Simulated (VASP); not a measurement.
# Cs2SnI6 (Fm-3m) in VASP: a series of runs

Aim: see how the results for Cs2SnI6 move with the level of theory and the settings. Levels: PBE, TB-mBJ, LDA. Tasks: band structure, phonons.

Program: VASP 6.6.1. These are calculated values, not measurements. Logs are shortened: lines on timing, memory, paths and dates and some standing lists are left out, and cuts for length are marked.

**What was measured.**

“Changes in charge density vs changes in formal oxidation states: The case of Sn halide perovskites and their ordered vacancy analogues”, 2017, arxiv:1705.01565 reports, for a powder of Cs2SnI6: band gap 1.3 eV (optical).

How close the calculation comes is told below.

## (1) Starting point

The structure is cubic, space group Fm-3m (No. 225). Conventional cell: a = 11.628 Å, b = 11.628 Å, c = 11.628 Å, α = 90.00°, β = 90.00°, γ = 90.00°. Cs (site symmetry -43m) is surrounded by 12 I at 4.11 Å. Around Sn (site symmetry m-3m) lie 6 I at 2.85 Å. I (site symmetry 4mm) is surrounded by 1 Sn at 2.85 Å.

## (2) Band structure, PBE

Contents of INCAR:

```
ALGO = Fast ; EDIFF = 1E-7
ENCUT = 520 ; GGA = PE
ISIF = 2 ; ISMEAR = 0
KPAR = 2 ; LASPH = True
LCHARG = False ; LREAL = False
LWAVE = False ; NELM = 80
PREC = Accurate ; SIGMA = 0.03
```

Contents of KPOINTS:

```
k-points
0
Gamma
  6 6 6
```

Contents of POSCAR:

```
Cs2SnI6
1.0
    0.0000000000      5.8138000000      5.8138000000
    5.8138000000      0.0000000000      5.8138000000
    5.8138000000      5.8138000000      0.0000000000
Cs Sn I
2 1 6
Direct
    0.2500000000      0.2500000000      0.2500000000
    0.7500000000      0.7500000000      0.7500000000
    0.0000000000      0.0000000000      0.0000000000
    0.7546400000      0.2453600000      0.2453600000
    0.2453600000      0.7546400000      0.2453600000
    0.2453600000      0.7546400000      0.7546400000
    0.7546400000      0.2453600000      0.7546400000
    0.2453600000      0.2453600000      0.7546400000
    0.7546400000      0.7546400000      0.2453600000
```

Contents of KPOINTS_OPT:

```
explicit points
201
Reciprocal
 0.0000000000  0.0000000000  0.0000000000 1
 0.0263157895  0.0000000000  0.0263157895 1
 0.0526315789  0.0000000000  0.0526315789 1
 0.0789473684  0.0000000000  0.0789473684 1
 0.1052631579  0.0000000000  0.1052631579 1
 0.1315789474  0.0000000000  0.1315789474 1
[... 193 lines left out ...]
 0.5000000000  0.0000000000  0.5000000000 1
 0.0000000000  0.0000000000  0.0000000000 1
```

Potentials or basis: VASP PAW PBE potentials, release 64 (Cs_sv, Sn_d, I).

Run with:

```sh
$ cat potpaw_PBE.64/Cs_sv/POTCAR potpaw_PBE.64/Sn_d/POTCAR potpaw_PBE.64/I/POTCAR > POTCAR
$ mpirun -np 2 vasp_std > vasp.out
```

OUTCAR:

```text
EDIFF = 1E-7
   ENCUT = 520
   GGA = PE
   ISIF = 2
   ISMEAR = 0
   LASPH = True
   LREAL = False
   NELM = 80
   PREC = Accurate

 ion  position               nearest neighbor table
   1  0.250  0.250  0.250-
   2  0.750  0.750  0.750-
   3  0.000  0.000  0.000-   4 2.85   5 2.85   6 2.85   7 2.85   8 2.85   9 2.85
   4  0.755  0.245  0.245-   3 2.85
   5  0.245  0.755  0.245-   3 2.85
   6  0.245  0.755  0.755-   3 2.85
   7  0.755  0.245  0.755-   3 2.85
   8  0.245  0.245  0.755-   3 2.85
   9  0.755  0.755  0.245-   3 2.85

  LATTYP: Found a face centered cubic cell.
 ALAT       =    11.6276000000

  Lattice vectors:

 A1 = (   0.0000000000,   5.8138000000,   5.8138000000)
 A2 = (   5.8138000000,   0.0000000000,   5.8138000000)
 A3 = (   5.8138000000,   5.8138000000,   0.0000000000)

Analysis of symmetry for initial positions (statically):
=====================================================================
 Subroutine PRICEL returns:
 Original cell was already a primitive cell.

 Routine SETGRP: Setting up the symmetry group for a
 face centered cubic supercell.

 Subroutine GETGRP returns: Found 48 space group operations
 (whereof 48 operations were pure point group operations)
 out of a pool of 48 trial point group operations.

The static configuration has the point symmetry O_h .

Analysis of symmetry for dynamics (positions and initial velocities):
=====================================================================
 Subroutine PRICEL returns:
 Original cell was already a primitive cell.

 Routine SETGRP: Setting up the symmetry group for a
 face centered cubic supercell.

 Subroutine GETGRP returns: Found 48 space group operations
 (whereof 48 operations were pure point group operations)
 out of a pool of 48 trial point group operations.

The dynamic configuration has the point symmetry O_h .

 Subroutine INISYM returns: Found 48 space group operations
 (whereof 48 operations are pure point group operations),
 and found     1 'primitive' translations
[... 99 lines left out ...]
   NELM   =     80;   NELMIN=  2; NELMDL= -5     # of ELM steps
   EDIFF  = 0.1E-06   stopping-criterion for ELM
   LREAL  =      F    real-space projection
   EDIFFG = 0.1E-05   stopping-criterion for IOM
   NSW    =      0    number of steps for IOM
   IBRION =     -1    ionic relax: 0-MD 1-quasi-New 2-CG
   NFREE  =      0    steps in history (QN), initial steepest desc. (CG)
   ISIF   =      2    stress and relaxation
   ISYM   =      2    0-nonsym 1-usesym 2-fastsym
   POTIM  = 0.5000    time-step for ionic-motion
   TEBEG  =    0.0;   TEEND  =   0.0 temperature during run
   PSTRESS=    0.0 pullay stress
   NELECT =      74.0000    total number of electrons
   NUPDOWN=      -1.0000    fix difference up-down
   EMIN   =  10.00;   EMAX   =-10.00  energy-range for DOS
   EFERMI =   0.00;   METHOD = LEGACY
   ISMEAR =     0;   SIGMA  =   0.03  broadening in eV -4-tet -1-fermi 0-gaus
   EFERMI_NEDOS =   21; number of points for ismear=-14 and -15
   IALGO  =     68    algorithm
   IMIX   =      4    mixing-type and parameters
     AMIX     =   0.40;   BMIX     =  1.00
     AMIX_MAG =   1.60;   BMIX_MAG =  1.00
  volume/ion in A,a.u.               =      43.67       294.69
  Fermi-wavevector in a.u.,A,eV,Ry     =   0.938315  1.773158 11.979046  0.880435
  Thomas-Fermi vector in A             =   2.065514
   LORBIT       =      0    0 simple, 1 ext, 2 COOP (PROOUT), +10 PAW based schemes
   GGA     = PE    functional components
   LHFCALC =     F    Hartree Fock is set to
   AEXX    =    0.0000 exact exchange contribution
   IVDW    =     0    specifies the selected vdW correction
   LEPSILON=     F    determine dielectric tensor
   LRPA    =     F    only Hartree local field effects (RPA)
 non-spin polarized calculation
 RMM-DIIS sequential band-by-band and
 Gauss-broadening in eV      SIGMA  =   0.03
  energy-cutoff  :      520.00
  volume of cell :      393.02
 maximum number of plane-waves:     10657
 NGX is ok and might be reduce to    64
   NGX = 31   NGY = 31   NGZ = 31

 number of electron      73.9999989 magnetization

 Free energy of the ion-electron system (eV)
  ---------------------------------------------------
  ext. energy  EPLUGINS =         0.00000000
  ---------------------------------------------------
  free energy    TOTEN  =       -22.82141520 eV

  energy without entropy =      -22.82141500  energy(sigma->0) =      -22.82141510

 E-fermi :   2.0199     XC(G=0):  -7.9501

 val. band max:        1.9345989704   @ k =   0.0000   0.0000   0.0000
 cond. band min:       2.0976457369   @ k =   0.0000   0.0000   0.0000
 fundamental gap:      0.1630467665
 Fermi energy:         2.0198794020

 k-point     1 :       0.0000    0.0000    0.0000
  band No.  band energies     occupation
      1     -19.4991      2.00000
      2     -19.4991      2.00000
      3     -19.4423      2.00000
      4     -19.4423      2.00000
      5     -19.4423      2.00000
      6     -18.4891      2.00000
[... 741 lines left out ...]
     43       7.9672      0.00000
     44       8.1116      0.00000

------------------------ aborting loop because EDIFF is reached ----------------------------------------

  FORCE on cell =-STRESS in cart. coord.  units (eV):
  Direction    XX          YY          ZZ          XY          YZ          ZX
  --------------------------------------------------------------------------------------
  -------------------------------------------------------------------------------------
  Total        3.8777367      3.8777367      3.8777367      0.0000000      0.0000000      0.0000000
  in kB       15.8080623     15.8080623     15.8080623      0.0000000      0.0000000      0.0000000
  external PRESSURE =      15.8080623 kB  Pullay stress =       0.0000000 kB

 VOLUME and BASIS-vectors are now :
 -----------------------------------------------------------------------------
  energy-cutoff  :      520.00
  volume of cell :      393.02
      direct lattice vectors                 reciprocal lattice vectors
     0.000000000  5.813800000  5.813800000    -0.086002270  0.086002270  0.086002270
     5.813800000  0.000000000  5.813800000     0.086002270 -0.086002270  0.086002270
     5.813800000  5.813800000  0.000000000     0.086002270  0.086002270 -0.086002270

 POSITION                                       TOTAL-FORCE (eV/Angst)
 -----------------------------------------------------------------------------------
      2.90690      2.90690      2.90690        -0.000000     -0.000000      0.000000
      8.72070      8.72070      8.72070         0.000000      0.000000      0.000000
      0.00000      0.00000      0.00000         0.000000     -0.000000      0.000000
      2.85295      5.81380      5.81380         0.282414     -0.000000      0.000000
      5.81380      2.85295      5.81380         0.000000      0.282414      0.000000
      8.77465      5.81380      5.81380        -0.282414     -0.000000      0.000000
      5.81380      8.77465      5.81380         0.000000     -0.282414      0.000000
      5.81380      5.81380      2.85295         0.000000     -0.000000      0.282414
      5.81380      5.81380      8.77465         0.000000     -0.000000     -0.282414
 -----------------------------------------------------------------------------------
    total drift:                                0.000000      0.000000      0.000000

  FREE ENERGIE OF THE ION-ELECTRON SYSTEM (eV)
  ---------------------------------------------------
  free  energy   TOTEN  =       -22.8214152013 eV

  energy  without entropy=      -22.8214150013  energy(sigma->0) =      -22.82141510
```

stdout:

```text
POSCAR found type information on POSCAR CsSnI
 POSCAR found :  3 types and       9 ions
 scaLAPACK will be used
 LDA part: xc-table for (Slater+PW92), standard interpolation
 POSCAR, INCAR and KPOINTS ok, starting setup
 FFT: planning ... GRIDC
 FFT: planning ... GRID_SOFT
 FFT: planning ... GRID
 WAVECAR not read
 entering main loop
 Start KPOINTS_OPT (optional k-point list driver)
k-point batch [1-16\201]
k-point batch [17-32\201]
k-point batch [33-48\201]
k-point batch [49-64\201]
k-point batch [65-80\201]
k-point batch [81-96\201]
k-point batch [97-112\201]
k-point batch [113-128\201]
k-point batch [129-144\201]
k-point batch [145-160\201]
k-point batch [161-176\201]
k-point batch [177-192\201]
k-point batch [193-201\201]
```

It took 22 min on 2 MPI ranks of Intel Xeon Platinum 8488C (Sapphire Rapids), shared host; peak memory 0.72 GiB.

What came out:

```
Free energy             : -22.8214 eV
Pressure                : 1.6 GPa
Largest force           : 0.282 eV/Å
Band gap on the k mesh  : 0.16 eV, direct
Band gap along the path : 0.16 eV, direct
```

Forces on the atoms (eV/Å):
```
Cs   0.000  0.000  0.000
Cs   0.000  0.000  0.000
Sn   0.000  0.000  0.000
I    0.282  0.000  0.000
I    0.000  0.282  0.000
I   -0.282  0.000  0.000
I    0.000 -0.282  0.000
I    0.000  0.000  0.282
I    0.000  0.000 -0.282
```

Levels at the corners of the path, in eV from the valence-band top:
```
point  band 35  band 36  band 37  band 38  band 39  band 40
    Γ     0.00     0.00     0.00     0.16     4.04     4.04
    X    -0.71    -0.62    -0.03     1.49     4.56     4.56
    X    -0.71    -0.62    -0.03     1.49     4.56     4.56
    W    -0.62    -0.39    -0.39     1.49     4.53     4.72
    W    -0.62    -0.39    -0.39     1.49     4.53     4.72
    K    -0.68    -0.60    -0.17     1.46     4.29     4.75
    K    -0.68    -0.60    -0.17     1.46     4.29     4.75
    Γ     0.00     0.00     0.00     0.16     4.04     4.04
    Γ     0.00     0.00     0.00     0.16     4.04     4.04
    L    -0.38    -0.29    -0.29     1.14     3.50     5.16
    L    -0.38    -0.29    -0.29     1.14     3.50     5.16
    U    -0.68    -0.60    -0.17     1.46     4.29     4.75
    U    -0.68    -0.60    -0.17     1.46     4.29     4.75
    W    -0.62    -0.39    -0.39     1.49     4.53     4.72
    W    -0.62    -0.39    -0.39     1.49     4.53     4.72
    L    -0.38    -0.29    -0.29     1.14     3.50     5.16
    L    -0.38    -0.29    -0.29     1.14     3.50     5.16
    K    -0.68    -0.60    -0.17     1.46     4.29     4.75
    U    -0.68    -0.60    -0.17     1.46     4.29     4.75
    X    -0.71    -0.62    -0.03     1.49     4.56     4.56
```

Caveat: spin-orbit coupling is left out, which moves the levels of the heavy elements.

## (3) Band structure, TB-mBJ

POSCAR is that of step 2.

Contents of INCAR.step1:

```
ALGO = Normal ; EDIFF = 1E-5
ENCUT = 520 ; GGA = PE
ISIF = 2 ; ISMEAR = 0
KPAR = 2 ; LASPH = True
LCHARG = False ; LREAL = False
LWAVE = True ; NELM = 80
PREC = Accurate ; SIGMA = 0.03
```

Contents of INCAR.step2:

```
ALGO = Normal ; EDIFF = 1E-7
ENCUT = 520 ; ISIF = 2
ISMEAR = 0 ; ISTART = 1
KPAR = 2 ; LASPH = True
LCHARG = False ; LREAL = False
LWAVE = False ; METAGGA = MBJ
NELM = 80 ; PREC = Accurate
SIGMA = 0.03
```

KPOINTS is that of step 2.

KPOINTS_OPT is that of step 2.

Potentials or basis: VASP PAW PBE potentials, release 64 (Cs_sv, Sn_d, I).

Run with:

```sh
$ cat potpaw_PBE.64/Cs_sv/POTCAR potpaw_PBE.64/Sn_d/POTCAR potpaw_PBE.64/I/POTCAR > POTCAR
$ cp INCAR.step1 INCAR
$ mpirun -np 2 vasp_std > vasp.out
$ cp INCAR.step2 INCAR
$ mpirun -np 2 vasp_std > vasp.out
```

OUTCAR:

```text
EDIFF = 1E-7
   ENCUT = 520
   ISIF = 2
   ISMEAR = 0
   ISTART = 1
   LASPH = True
   LREAL = False
   METAGGA = MBJ
   NELM = 80
   PREC = Accurate

 ion  position               nearest neighbor table
   1  0.250  0.250  0.250-
   2  0.750  0.750  0.750-
   3  0.000  0.000  0.000-   4 2.85   5 2.85   6 2.85   7 2.85   8 2.85   9 2.85
   4  0.755  0.245  0.245-   3 2.85
   5  0.245  0.755  0.245-   3 2.85
   6  0.245  0.755  0.755-   3 2.85
   7  0.755  0.245  0.755-   3 2.85
   8  0.245  0.245  0.755-   3 2.85
   9  0.755  0.755  0.245-   3 2.85

  LATTYP: Found a face centered cubic cell.
 ALAT       =    11.6276000000

  Lattice vectors:

 A1 = (   0.0000000000,   5.8138000000,   5.8138000000)
 A2 = (   5.8138000000,   0.0000000000,   5.8138000000)
 A3 = (   5.8138000000,   5.8138000000,   0.0000000000)

Analysis of symmetry for initial positions (statically):
[... 181 lines left out ...]

 val. band max:        1.8929368268   @ k =   0.0000   0.0000   0.0000
 cond. band min:       2.7035245916   @ k =   0.0000   0.0000   0.0000
 fundamental gap:      0.8105877649
 Fermi energy:         2.0222048812

 k-point     1 :       0.0000    0.0000    0.0000
  band No.  band energies     occupation
      1     -20.0604      2.00000
      2     -20.0604      2.00000
      3     -19.9072      2.00000
      4     -19.9072      2.00000
      5     -19.9070      2.00000
      6     -18.5720      2.00000
[... 741 lines left out ...]
     43       8.7413      0.00000
     44       8.8728      0.00000

------------------------ aborting loop because EDIFF is reached ----------------------------------------

  FORCE on cell =-STRESS in cart. coord.  units (eV):
  Direction    XX          YY          ZZ          XY          YZ          ZX
  --------------------------------------------------------------------------------------
  -------------------------------------------------------------------------------------
  Total       51.5706217     51.5706217     51.5706217      0.0000000      0.0000000     -0.0000000
  in kB      210.2338731    210.2338731    210.2338731      0.0000000      0.0000000     -0.0000000
  external PRESSURE =     210.2338731 kB  Pullay stress =       0.0000000 kB

 VOLUME and BASIS-vectors are now :
 -----------------------------------------------------------------------------
  energy-cutoff  :      520.00
  volume of cell :      393.02
      direct lattice vectors                 reciprocal lattice vectors
     0.000000000  5.813800000  5.813800000    -0.086002270  0.086002270  0.086002270
     5.813800000  0.000000000  5.813800000     0.086002270 -0.086002270  0.086002270
     5.813800000  5.813800000  0.000000000     0.086002270  0.086002270 -0.086002270

 POSITION                                       TOTAL-FORCE (eV/Angst)
 -----------------------------------------------------------------------------------
      2.90690      2.90690      2.90690         0.000000     -0.000000     -0.000000
      8.72070      8.72070      8.72070         0.000000      0.000000      0.000000
      0.00000      0.00000      0.00000         0.000000     -0.000000      0.000000
      2.85295      5.81380      5.81380        -0.641805     -0.000000      0.000000
      5.81380      2.85295      5.81380         0.000000     -0.641805      0.000000
      8.77465      5.81380      5.81380         0.641805     -0.000000      0.000000
      5.81380      8.77465      5.81380         0.000000      0.641805      0.000000
      5.81380      5.81380      2.85295         0.000000     -0.000000     -0.641805
      5.81380      5.81380      8.77465         0.000000     -0.000000      0.641805
 -----------------------------------------------------------------------------------
    total drift:                                0.000000      0.000000      0.000000

  FREE ENERGIE OF THE ION-ELECTRON SYSTEM (eV)
  ---------------------------------------------------
  free  energy   TOTEN  =      3093.0652458071 eV

  energy  without entropy=     3093.0652458071  energy(sigma->0) =     3093.06524581
```

OSZICAR.step1:

```text
N       E                     dE             d eps       ncg     rms          rms(c)
DAV:   1     0.595440383698E+03    0.59544E+03   -0.29565E+04  1408   0.146E+03
DAV:   2     0.498467869635E+02   -0.54559E+03   -0.53282E+03  1764   0.285E+02
DAV:   3    -0.204806790673E+02   -0.70327E+02   -0.69819E+02  1608   0.118E+02
DAV:   4    -0.232153631560E+02   -0.27347E+01   -0.27293E+01  1736   0.279E+01
DAV:   5    -0.233139269752E+02   -0.98564E-01   -0.98529E-01  2088   0.509E+00    0.742E+00
DAV:   6    -0.228730600029E+02    0.44087E+00   -0.70347E-01  1976   0.572E+00    0.525E+00
DAV:   7    -0.228178139644E+02    0.55246E-01   -0.49613E-01  1968   0.296E+00    0.124E+00
DAV:   8    -0.228186709723E+02   -0.85701E-03   -0.38040E-02  1960   0.125E+00    0.632E-01
DAV:   9    -0.228210715028E+02   -0.24005E-02   -0.52843E-03  1760   0.337E-01    0.106E-01
DAV:  10    -0.228211841418E+02   -0.11264E-03   -0.25414E-04  1728   0.734E-02    0.512E-02
DAV:  11    -0.228213880153E+02   -0.20387E-03   -0.21342E-04  1620   0.682E-02    0.143E-02
DAV:  12    -0.228214105330E+02   -0.22518E-04   -0.26623E-05  1496   0.255E-02    0.121E-02
DAV:  13    -0.228214141293E+02   -0.35963E-05   -0.76496E-06  1224   0.112E-02
   1 F= -.22821414E+02 E0= -.22821414E+02  d E =-.207196E-06
```

It took 32 min on 2 MPI ranks of Intel Xeon Platinum 8488C (Sapphire Rapids), shared host; peak memory 0.76 GiB.

What came out:

| Property | Result |
| --- | --- |
| Band gap on the k mesh | 0.81 eV, direct |
| Band gap along the path | 0.81 eV, direct |

Levels at the corners of the path, in eV from the valence-band top:
```tsv
point	band 34	band 35	band 36	band 37	band 38	band 39	band 40	band 41
Γ	-0.44	0.00	0.00	0.00	0.81	4.76	4.76	4.76
X	-0.64	-0.64	-0.60	-0.02	1.92	5.20	5.20	5.44
X	-0.64	-0.64	-0.60	-0.02	1.92	5.20	5.20	5.44
W	-0.68	-0.57	-0.34	-0.34	1.92	5.18	5.36	5.37
W	-0.68	-0.57	-0.34	-0.34	1.92	5.18	5.36	5.37
K	-0.64	-0.59	-0.55	-0.15	1.90	4.98	5.41	5.50
K	-0.64	-0.59	-0.55	-0.15	1.90	4.98	5.41	5.50
Γ	-0.44	0.00	0.00	0.00	0.81	4.76	4.76	4.76
Γ	-0.44	0.00	0.00	0.00	0.81	4.76	4.76	4.76
L	-0.42	-0.34	-0.26	-0.26	1.63	4.31	5.70	5.70
L	-0.42	-0.34	-0.26	-0.26	1.63	4.31	5.70	5.70
U	-0.64	-0.59	-0.55	-0.15	1.90	4.98	5.41	5.50
U	-0.64	-0.59	-0.55	-0.15	1.90	4.98	5.41	5.50
W	-0.68	-0.57	-0.34	-0.34	1.92	5.18	5.36	5.37
W	-0.68	-0.57	-0.34	-0.34	1.92	5.18	5.36	5.37
L	-0.42	-0.34	-0.26	-0.26	1.63	4.31	5.70	5.70
L	-0.42	-0.34	-0.26	-0.26	1.63	4.31	5.70	5.70
K	-0.64	-0.59	-0.55	-0.15	1.90	4.98	5.41	5.50
U	-0.64	-0.59	-0.55	-0.15	1.90	4.98	5.41	5.50
X	-0.64	-0.64	-0.60	-0.02	1.92	5.20	5.20	5.44
```

Caveat: the PAW data sets were made with another functional, which shifts forces and pressure a little; spin-orbit coupling is left out, which moves the levels of the heavy elements.

(Continued in part 2 of 2.)
